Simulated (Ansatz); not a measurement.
SiO₂: relaxed-ion elastic tensor

Computed with Ansatz 0.2.0, DFT PBE+D3(BJ), scalar-relativistic, plane waves, PAW. Settings: 420 eV plane-wave cutoff, Γ-centred 12×12×6 mesh, fixed occupations. No spin polarisation.

Relaxed structure:
```
Si O
1.0
     2.68646    0.00000    0.00000
    -1.34323    2.32654    0.00000
     0.00000    0.00000    4.60318
Si O
1 2
Direct
  0.00000 0.00000 0.00000
  0.66667 0.33333 0.80109
  0.33333 0.66667 0.19891
```

It was reached by relaxing an invented guess, and it needn't be the stable form of this composition.

Question: Give the relaxed-ion elastic constants (GPa, Voigt order xx yy zz yz xz xy, on the Cartesian axes of the cell above).

Answer:
C11 = 495.1, C12 = 110.6, C13 = 6.0, C14 = -2.0, C22 = 495.1, C23 = 6.0, C24 = 2.0, C33 = 40.1, C44 = 6.2, C55 = 6.2, C56 = -2.0, C66 = 192.2 GPa; the others vanish.

Question: Is the crystal stable against homogeneous strain?

Answer: Yes: the least eigenvalue of the tensor is 6.2 GPa.

Question: And the moduli of a polycrystal (Hill averages)?

Answer: B = 89 GPa, G = 57 GPa, E = 142 GPa, ν = 0.23.
